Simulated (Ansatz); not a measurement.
Fluorite ZrO2, relaxed with r2SCAN, was run in Ansatz 0.2.0 under altered settings. All numbers are computed, without spin polarisation but where a row says otherwise.

```
CELL_PARAMETERS angstrom
0.00000 2.54471 2.54471
2.54471 0.00000 2.54471
2.54471 2.54471 0.00000
ATOMIC_POSITIONS crystal
Zr 0.00000 0.00000 0.00000
O 0.25000 0.25000 0.25000
O 0.75000 0.75000 0.75000
```

The base run's other keys:
```yaml
kpoints:
  mp_grid: { grid: [4, 4, 4] }
hamiltonian:
  xc: hse06
scf:
  occupations: { method: fixed }
  n_extra_bands: 4
```

It takes 14 iterations with 645 plane waves at 420 eV and 8 k points, and leaves a mean stress of -2.98 GPa. The gap over this mesh is 4.980 eV.

Outcomes, with energy and stress as changes against the base:

| setting | outcome | ΔF (meV/atom) | Δ mean stress (GPa) | gap on the mesh (eV) | iterations |
| --- | --- | --- | --- | --- | --- |
| PBE hybrid, exx coeff 0.05, omega 0.5 1/Å | converged | – | +5.6 | 3.545 | 11 |
| PBE hybrid, exx coeff 0.35, omega 0.5 1/Å | converged | – | -1.0 | 4.722 | 14 |
| PBE hybrid, exx coeff 0.15, omega 0.3 1/Å | converged | – | +2.8 | 4.164 | 11 |
| PBE hybrid, exx coeff 0.05, unscreened | converged | – | +5.4 | 3.818 | 11 |
| basis.xc_grid: 1 | converged | 0.0 | 0.0 | 4.980 | 14 |
| hamiltonian.dispersion: d4 | converged | -192 | -3.4 | 4.980 | 14 |

A dash marks a value that wasn't obtained or can't be compared. Stress is positive in compression.

- PBE hybrid, exx coeff 0.05, omega 0.5 1/Å. That is 5 % exact exchange, screened with ω = 0.5 1/Å, against HSE06's 25 % screened at 0.208 1/Å. The mean stress moves by +5.6 GPa and the gap on the mesh by -1.435 eV (to 3.545). Totals of different functionals aren't comparable.
- PBE hybrid, exx coeff 0.15, omega 0.3 1/Å. That is 15 % exact exchange, screened with ω = 0.3 1/Å, against HSE06's 25 % screened at 0.208 1/Å. The mean stress moves by +2.8 GPa and the gap on the mesh by -0.816 eV (to 4.164). Totals of different functionals aren't comparable.
- PBE hybrid, exx coeff 0.05, unscreened. That is 5 % exact exchange, at all ranges, against HSE06's 25 % screened at 0.208 1/Å. The mean stress moves by +5.4 GPa and the gap on the mesh by -1.162 eV (to 3.818). Totals of different functionals aren't comparable.
- hamiltonian.dispersion: d4. The free energy moves by -192 meV an atom, the mean stress by -3.4 GPa and the gap on the mesh by 0.000 eV (to 4.980). A pairwise correction adds to energy, forces and stress and leaves the bands alone.

Within 1 meV an atom, 0.1 GPa and 0.005 eV of the base stay: basis.xc_grid: 1.

The stress of a hybrid is loosely converged in these runs.

The meshes of the hybrids are coarse, so their gaps aren't converged to the digits shown.
